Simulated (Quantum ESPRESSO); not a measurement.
# GaAs (F-43m) in Quantum ESPRESSO: a series of runs, part 3 of 4

Quantum ESPRESSO 7.5. Earlier steps stand in the parts before.

**4. Phonons, PBE**

Contents of pw.in:

```
&CONTROL
  calculation = 'scf'
  prefix = 'pwscf'
  outdir = './tmp'
  pseudo_dir = './pseudo'
  tprnfor = .true.
  tstress = .true.
  disk_io = 'low'
/
&SYSTEM
  ibrav = 0
  nat = 2
  ntyp = 2
  ecutwfc = 52
  ecutrho = 312
  nbnd = 21
  occupations = 'smearing'
  smearing = 'fd'
  degauss = 0.00367493
/
&ELECTRONS
  conv_thr = 4d-10
  electron_maxstep = 120
  mixing_beta = 0.5
/
ATOMIC_SPECIES
As    74.9216 As.GGA_PBE-JTH.UPF
Ga    69.7230 Ga.GGA_PBE-JTH.UPF
CELL_PARAMETERS angstrom
   0.0000000000    2.8268500000    2.8268500000
   2.8268500000    0.0000000000    2.8268500000
   2.8268500000    2.8268500000    0.0000000000
ATOMIC_POSITIONS crystal
As     0.7500000000    0.7500000000    0.7500000000
Ga     0.0000000000    0.0000000000    0.0000000000
K_POINTS automatic
6 6 6 1 1 1
```

Contents of gamma.in:

```
&CONTROL
  calculation = 'bands'
  prefix = 'pwscf'
  outdir = './tmp'
  pseudo_dir = './pseudo'
  disk_io = 'low'
  verbosity = 'high'
/
&SYSTEM
  ibrav = 0
  nat = 2
  ntyp = 2
  ecutwfc = 52
  ecutrho = 312
  nbnd = 21
  occupations = 'smearing'
  smearing = 'fd'
  degauss = 0.00367493
/
&ELECTRONS
  conv_thr = 1d-08
  electron_maxstep = 120
  mixing_beta = 0.5
  diago_full_acc = .true.
  startingwfc = 'random'
/
ATOMIC_SPECIES
As    74.9216 As.GGA_PBE-JTH.UPF
Ga    69.7230 Ga.GGA_PBE-JTH.UPF
CELL_PARAMETERS angstrom
   0.0000000000    2.8268500000    2.8268500000
   2.8268500000    0.0000000000    2.8268500000
   2.8268500000    2.8268500000    0.0000000000
ATOMIC_POSITIONS crystal
As     0.7500000000    0.7500000000    0.7500000000
Ga     0.0000000000    0.0000000000    0.0000000000
K_POINTS crystal
1
0.0 0.0 0.0 1
```

Contents of scf2.in:

```
&CONTROL
  calculation = 'scf'
  prefix = 'pwscf'
  outdir = './tmp'
  pseudo_dir = './pseudo'
  tprnfor = .true.
  tstress = .true.
  disk_io = 'low'
/
&SYSTEM
  ibrav = 0
  nat = 2
  ntyp = 2
  ecutwfc = 52
  ecutrho = 312
  nbnd = 21
  occupations = 'fixed'
/
&ELECTRONS
  conv_thr = 1d-13
  electron_maxstep = 120
  mixing_beta = 0.5
  startingpot = 'file'
/
ATOMIC_SPECIES
As    74.9216 As.GGA_PBE-JTH.UPF
Ga    69.7230 Ga.GGA_PBE-JTH.UPF
CELL_PARAMETERS angstrom
   0.0000000000    2.8268500000    2.8268500000
   2.8268500000    0.0000000000    2.8268500000
   2.8268500000    2.8268500000    0.0000000000
ATOMIC_POSITIONS crystal
As     0.7500000000    0.7500000000    0.7500000000
Ga     0.0000000000    0.0000000000    0.0000000000
K_POINTS automatic
6 6 6 1 1 1
```

Contents of ph.in:

```
phonons of GaAs
&INPUTPH
  prefix = 'pwscf'
  outdir = './tmp'
  tr2_ph = 1d-18
  fildyn = 'dyn'
  niter_ph = 90
  alpha_mix(1) = 0.7
  epsil = True
/
0.0000000000 0.0000000000 0.0000000000
```

Contents of dynmat.in:

```
&INPUT
  fildyn = 'dyn'
  asr = 'crystal'
  lperm = .true.
  filout = 'dynmat.disp'
  fileig = 'dynmat.eig'
/
```

Contents of dynmat_lo.in:

```
&INPUT
  fildyn = 'dyn'
  asr = 'crystal'
  filout = 'dynmat_lo.disp'
  fileig = 'dynmat_lo.eig'
  q(1) = 0
  q(2) = 0
  q(3) = 1
/
```

Potentials or basis: JTH 2.0 PBE.

On the command line:

```sh
$ OMP_NUM_THREADS=1 mpirun -n 4 pw.x -nk 4 -in pw.in > pw.out
$ OMP_NUM_THREADS=1 mpirun -n 4 pw.x -in gamma.in > gamma.out
$ OMP_NUM_THREADS=1 mpirun -n 4 pw.x -nk 4 -in scf2.in > scf2.out
$ OMP_NUM_THREADS=1 mpirun -n 4 ph.x -nk 4 -in ph.in > ph.out
$ OMP_NUM_THREADS=1 mpirun -n 1 dynmat.x -in dynmat.in > dynmat.out
$ OMP_NUM_THREADS=1 mpirun -n 1 dynmat.x -in dynmat_lo.in > dynmat_lo.out
```

pw.out:

```text
This program is part of the open-source Quantum ESPRESSO suite
     for quantum simulation of materials; please cite
         "P. Giannozzi et al., J. Phys.:Condens. Matter 21 395502 (2009);
         "P. Giannozzi et al., J. Phys.:Condens. Matter 29 465901 (2017);
         "P. Giannozzi et al., J. Chem. Phys. 152 154105 (2020);
     in publications or presentations arising from this work. More details at

     file As.GGA_PBE-JTH.UPF: wavefunction(s)  4S 0S 0P 3D 0D renormalized
     file Ga.GGA_PBE-JTH.UPF: wavefunction(s)  0S 4P 0P 3D 0D renormalized
     Message from routine setup:
     using ibrav=0 with symmetry is DISCOURAGED, use correct ibrav instead

     K-points division:     npool     =       4
     Subspace diagonalization in iterative solution of the eigenvalue problem:
     a serial algorithm will be used

     G-vector sticks info
     --------------------
     sticks:   dense  smooth     PW     G-vecs:    dense   smooth      PW
     Sum        1237     823    253                28475    15473    2685

     Using Slab Decomposition

     bravais-lattice index     =            0
     lattice parameter (alat)  =       7.5547  a.u.
     unit-cell volume          =     304.8842 (a.u.)^3
     number of atoms/cell      =            2
     number of atomic types    =            2
     number of electrons       =        28.00
     number of Kohn-Sham states=           21
     kinetic-energy cutoff     =      52.0000  Ry
     charge density cutoff     =     312.0000  Ry
     scf convergence threshold =      4.0E-10
     mixing beta               =       0.5000
     number of iterations used =            8  plain     mixing
     Exchange-correlation= SLA PW PBX PBC
                           (   1   4   3   4   0   0   0)

     celldm(1)=   7.554690  celldm(2)=   0.000000  celldm(3)=   0.000000
     celldm(4)=   0.000000  celldm(5)=   0.000000  celldm(6)=   0.000000

     crystal axes: (cart. coord. in units of alat)
               a(1) = (   0.000000   0.707107   0.707107 )
               a(2) = (   0.707107   0.000000   0.707107 )
               a(3) = (   0.707107   0.707107   0.000000 )

     reciprocal axes: (cart. coord. in units 2 pi/alat)
               b(1) = ( -0.707107  0.707107  0.707107 )
               b(2) = (  0.707107 -0.707107  0.707107 )
               b(3) = (  0.707107  0.707107 -0.707107 )

     PseudoPot. # 1 for As read from file:
     As.GGA_PBE-JTH.UPF
     Pseudo is Projector augmented-wave + core cor, Zval = 15.0
     Generated using ATOMPAW code
     Shape of augmentation charge: BESSEL
     Using radial grid of 1057 points,  6 beta functions with:
                l(1) =   0
                l(2) =   0
                l(3) =   1
                l(4) =   1
                l(5) =   2
                l(6) =   2
     Q(r) pseudized with 0 coefficients

     PseudoPot. # 2 for Ga read from file:
     Ga.GGA_PBE-JTH.UPF
     Pseudo is Projector augmented-wave + core cor, Zval = 13.0
     Generated using ATOMPAW code
     Shape of augmentation charge: BESSEL
     Using radial grid of 1052 points,  6 beta functions with:
                l(1) =   0
                l(2) =   0
                l(3) =   1
                l(4) =   1
                l(5) =   2
                l(6) =   2
     Q(r) pseudized with 0 coefficients

     atomic species   valence    mass     pseudopotential
     As               15.00    74.92160     As( 1.00)
     Ga               13.00    69.72300     Ga( 1.00)

     24 Sym. Ops. (no inversion) found

   Cartesian axes

     site n.     atom                  positions (alat units)
         1        As     tau(   1) = (   1.0606602   1.0606602   1.0606602  )
         2        Ga     tau(   2) = (   0.0000000   0.0000000   0.0000000  )

     number of k points=    28  Fermi-Dirac smearing, width (Ry)=  0.0037
                       cart. coord. in units 2pi/alat
        k(    1) = (   0.0589256   0.0589256   0.0589256), wk =   0.0185185
        k(    2) = (   0.1767767   0.1767767  -0.0589256), wk =   0.0555556
        k(    3) = (   0.2946278   0.2946278  -0.1767767), wk =   0.0555556
        k(    4) = (  -0.2946278  -0.2946278   0.4124790), wk =   0.0555556
        k(    5) = (  -0.1767767  -0.1767767   0.2946278), wk =   0.0555556
        k(    6) = (  -0.0589256  -0.0589256   0.1767767), wk =   0.0555556
[... 20 lines left out ...]
        k(   27) = (   0.2946278   0.2946278   0.2946278), wk =   0.0185185
        k(   28) = (  -0.2946278  -0.2946278   0.8838835), wk =   0.0555556

     Dense  grid:    28475 G-vectors     FFT dimensions: (  45,  45,  45)

     Smooth grid:    15473 G-vectors     FFT dimensions: (  36,  36,  36)

     Initial potential from superposition of free atoms

     starting charge      27.9968, renormalised to      28.0000
     Starting wfcs are   36 randomized atomic wfcs
     Checking if some PAW data can be deallocated...

     Self-consistent Calculation

     iteration #  1     ecut=    52.00 Ry     beta= 0.50
     Davidson diagonalization with overlap
     ethr =  1.00E-02,  avg # of iterations =  7.1

     Threshold (ethr) on eigenvalues was too large:
     Diagonalizing with lowered threshold

     Davidson diagonalization with overlap
     ethr =  1.60E-04,  avg # of iterations =  3.2

     total energy              =    -634.74679707 Ry
     estimated scf accuracy    <       0.04589032 Ry

     iteration #  2     ecut=    52.00 Ry     beta= 0.50
     Davidson diagonalization with overlap
     ethr =  1.64E-04,  avg # of iterations =  2.0

     total energy              =    -634.75193252 Ry
     estimated scf accuracy    <       0.00550155 Ry

     iteration #  3     ecut=    52.00 Ry     beta= 0.50
     Davidson diagonalization with overlap
     ethr =  1.96E-05,  avg # of iterations =  2.4

     total energy              =    -634.75206319 Ry
     estimated scf accuracy    <       0.00107383 Ry
[... 19 lines left out ...]
     total energy              =    -634.75212399 Ry
     estimated scf accuracy    <       0.00000010 Ry

     iteration #  7     ecut=    52.00 Ry     beta= 0.50
     Davidson diagonalization with overlap
     ethr =  3.73E-10,  avg # of iterations =  2.1

     total energy              =    -634.75212402 Ry
     estimated scf accuracy    <          4.4E-09 Ry

     iteration #  8     ecut=    52.00 Ry     beta= 0.50
     Davidson diagonalization with overlap
     ethr =  1.56E-11,  avg # of iterations =  3.6

     End of self-consistent calculation

          k = 0.0589 0.0589 0.0589 (  1931 PWs)   bands (ev):

   -26.5363 -26.5363 -26.5363 -26.5263 -26.5263  -6.1937  -6.1856  -6.1856
    -6.1082  -6.1082  -4.0447   7.3880   8.4874   8.4874   9.9551  12.4948
    12.5086  12.5086  16.6576  18.2252  18.2252

          k = 0.1768 0.1768-0.0589 (  1938 PWs)   bands (ev):

   -26.5363 -26.5360 -26.5359 -26.5263 -26.5262  -6.2216  -6.1792  -6.1763
    -6.1100  -6.1069  -3.6267   5.2946   7.4042   8.2715  10.6845  12.8612
    12.8831  14.0184  16.9769  17.7226  18.4064

          k = 0.2946 0.2946-0.1768 (  1926 PWs)   bands (ev):

   -26.5362 -26.5356 -26.5356 -26.5262 -26.5261  -6.2574  -6.1691  -6.1683
    -6.1081  -6.1054  -2.7659   2.8957   6.8588   7.6681  10.3440  13.3148
    13.3496  15.8905  17.8291  17.8802  19.9315
[... 67 lines left out ...]
          k = 0.1768-0.2946 0.4125 (  1929 PWs)   bands (ev):

   -26.5361 -26.5355 -26.5353 -26.5262 -26.5260  -6.2684  -6.1655  -6.1623
    -6.1101  -6.1042  -2.3851   2.3883   6.1673   7.1761  10.9702  12.8646
    14.1098  15.8887  18.1941  19.2342  20.3402

          k =-0.6482 0.0589 0.0589 (  1932 PWs)   bands (ev):

   -26.5372 -26.5346 -26.5346 -26.5268 -26.5254  -6.2970  -6.1412  -6.1393
    -6.1313  -6.0970  -1.7025   1.9265   5.6918   6.0028  10.1995  10.7305
    17.9004  18.1818  19.4305  21.4089  21.5670

          k =-0.5303 0.1768-0.0589 (  1933 PWs)   bands (ev):

   -26.5367 -26.5351 -26.5348 -26.5266 -26.5257  -6.2826  -6.1532  -6.1481
    -6.1232  -6.1003  -2.1191   2.5315   5.5071   6.2249  11.0351  12.1452
    14.8919  16.8706  18.8669  20.5840  21.8479

          k =-0.4125 0.0589 0.0589 (  1935 PWs)   bands (ev):

   -26.5368 -26.5352 -26.5352 -26.5266 -26.5257  -6.2651  -6.1580  -6.1571
    -6.1222  -6.1007  -2.8558   3.7493   6.4790   6.6607  10.6222  11.7743
    15.1901  15.7226  17.2949  20.1632  20.7217

          k = 0.1768 0.1768 0.1768 (  1934 PWs)   bands (ev):

   -26.5362 -26.5359 -26.5359 -26.5262 -26.5262  -6.2311  -6.1759  -6.1759
    -6.1079  -6.1079  -3.4341   4.4670   7.9238   7.9238  10.0522  13.2049
    13.2049  14.5554  17.5687  17.6555  17.6555

          k = 0.2946 0.2946 0.0589 (  1927 PWs)   bands (ev):
[... 41 lines left out ...]
          k = 0.2946 0.2946 0.2946 (  1931 PWs)   bands (ev):

   -26.5362 -26.5355 -26.5355 -26.5261 -26.5261  -6.2635  -6.1686  -6.1686
    -6.1051  -6.1051  -2.5533   2.3225   7.5155   7.5155   9.6586  13.2730
    13.2730  16.3574  18.1111  19.4520  19.4520

          k =-0.2946-0.2946 0.8839 (  1932 PWs)   bands (ev):

   -26.5361 -26.5355 -26.5353 -26.5262 -26.5260  -6.2727  -6.1637  -6.1604
    -6.1090  -6.1056  -2.1758   2.1251   5.7824   7.1277  10.9563  13.1652
    14.1544  16.5675  18.1069  19.0093  19.7338

     the Fermi energy is     9.0907 ev

!    total energy              =    -634.75212402 Ry
     total all-electron energy =      -634.752124 Ry
     estimated scf accuracy    <          1.3E-10 Ry
     smearing contrib. (-TS)   =      -0.00000002 Ry
     internal energy E=F+TS    =    -634.75212400 Ry

     The total energy is F=E-TS. E is the sum of the following terms:
     one-electron contribution =    -290.60293705 Ry
     hartree contribution      =     123.51817840 Ry
     xc contribution           =     -40.02918387 Ry
     ewald contribution        =    -198.35283378 Ry
     one-center paw contrib.   =    -229.28534771 Ry

     convergence has been achieved in   8 iterations

     Forces acting on atoms (cartesian axes, Ry/au):

     atom    1 type  1   force =     0.00000000    0.00000000   -0.00000000
     atom    2 type  2   force =     0.00000000    0.00000000    0.00000000

     Total force =     0.000000     Total SCF correction =     0.000000

     Computing stress (Cartesian axis) and pressure

          total   stress  (Ry/bohr**3)                   (kbar)     P=       32.59
   0.00022153  -0.00000000  -0.00000000           32.59       -0.00       -0.00
  -0.00000000   0.00022153  -0.00000000           -0.00       32.59       -0.00
  -0.00000000  -0.00000000   0.00022153           -0.00       -0.00       32.59

=------------------------------------------------------------------------------=
   JOB DONE.
=------------------------------------------------------------------------------=
```

Wall time 8.5 min (4 MPI ranks of Intel Xeon at 2.50GHz (Skylake/Cascade Lake), shared host); peak memory 0.56 GiB.

What came out:

```yaml
Free_energy: -8636.2426 eV
Pressure_after_relaxing: 3.3 GPa
Electronic_dielectric_tensor_diagonal: 13.78
Born_charges_mean_of_the_diagonal: As -2.16; Ga +2.12 e
Highest_phonon_frequency_at_Γ_LO-TO_splitting_left_out: 267 cm⁻¹
Static_dielectric_tensor_diagonal: 15.71
```

Levels at points of the mesh, in eV from the valence-band top:
```tsv
k point	band 11	band 12	band 13	band 14	band 15	band 16	band 17	band 18
(0.08, 0.08, 0.08)	-12.53	-1.10	0.00	0.00	1.47	4.01	4.02	4.02
```

Phonon frequencies in cm⁻¹ (negative: imaginary):
```csv
q point,frequencies
"(0.000, 0.000, 0.000)",-10 -10 -10 267 267 267
```

Electronic dielectric tensor:
```
13.78  0.00  0.00
 0.00 13.78  0.00
 0.00  0.00 13.78
```

Born effective charge tensors (e):
atom 1, As
```
-2.16  0.00  0.00
 0.00 -2.16  0.00
 0.00  0.00 -2.16
```
atom 2, Ga
```
2.12 0.00 0.00
0.00 2.12 0.00
0.00 0.00 2.12
```

Optical modes at Γ, degenerate ones joined, polar ones without the macroscopic field:
| cm⁻¹ | components | symmetry | active in | IR intensity, summed ((D/Å)²/amu) |
| --- | --- | --- | --- | --- |
| 267 | 3 | T2 | IR and Raman | 8.76 |

Zone-centre frequencies without and with the macroscopic field along z (cm⁻¹):
|  | optical modes in rising order |
| --- | --- |
| without | 267 267 267 |
| with the field | 267 267 285 |

Static dielectric tensor, electrons and zone-centre modes:
```
15.71  0.00  0.00
 0.00 15.71  0.00
 0.00  0.00 15.71
```

Caveat: the mesh is thin for the dielectric tensor, Born charges and intensities, which usually come out too large; the cell is more than 3 GPa from zero pressure, which shifts response properties.

[end of part 3 of 4]
